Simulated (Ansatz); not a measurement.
A (111) slab of SnSe (Fm-3m (No. 225)), 9 planes, outer planes Se (top) and Se (bottom), with 9 atoms (Sn4Se5) in a surface cell of A = 15.307 Å², as cut from the bulk:

```
CELL_PARAMETERS angstrom
4.20411 0.00000 0.00000
-2.10205 3.64087 0.00000
0.00000 0.00000 28.73057
ATOMIC_POSITIONS crystal
Se 0.33333 0.66667 0.26105
Sn 0.66667 0.33333 0.32078
Se 0.00000 0.00000 0.38052
Sn 0.33333 0.66667 0.44026
Se 0.66667 0.33333 0.50000
Sn 0.00000 0.00000 0.55974
Se 0.33333 0.66667 0.61948
Sn 0.66667 0.33333 0.67922
Se 0.00000 0.00000 0.73895
```

The calculation used DFT PBEsol, scalar-relativistic, plane waves, PAW (Ansatz 0.2.0). Plane waves to 420 eV, a k mesh through Γ of 9×9×1 on the computed 9-atom cell and Gaussian smearing (0.05 eV); no spin polarisation. The cell repeats along c with a dipole correction in the vacuum.

The relaxed slab holds 4 formula units of SnSe and 1 further Se. Against those formula units in the bulk and the further Se in its standard state it lies 0.248 eV higher. The formation energy of SnSe from the standard states is -0.874 eV a formula unit (uncorrected, no zero-point or thermal terms).

Question: Over what range can the chemical potential of Se vary, and what is the surface energy at both ends?

Answer: In contact with the bulk, μ(Se) + μ(Sn) is fixed. With Δμ counted from the standard states, Δμ(Se) ≤ 0 keeps elemental Se from forming, and Δμ(Sn) ≤ 0 requires Δμ(Se) ≥ ΔH = -0.874 eV. Other compounds of Se and Sn can narrow this range. Then γ, the mean of both faces, = [0.248 eV − 1.00·Δμ(Se)]/(2A). At the Se-rich end (Δμ = 0): 0.248/(2 × 15.307) × 16.02 = 0.13 J/m². At the Se-poor end: (0.248 + 0.874)/(2 × 15.307) × 16.02 = 0.59 J/m².

Question: How does its energy depend on growth conditions?

Answer: It carries an excess of Se, so its energy falls by 0.52 J/m² for each eV that μ(Se) rises: Se-rich conditions lower it; whether it appears depends on the other terminations.

The smearing is narrow for a metal on this mesh.

The reference crystal is the rock-salt form of SnSe, which isn't its usual structure.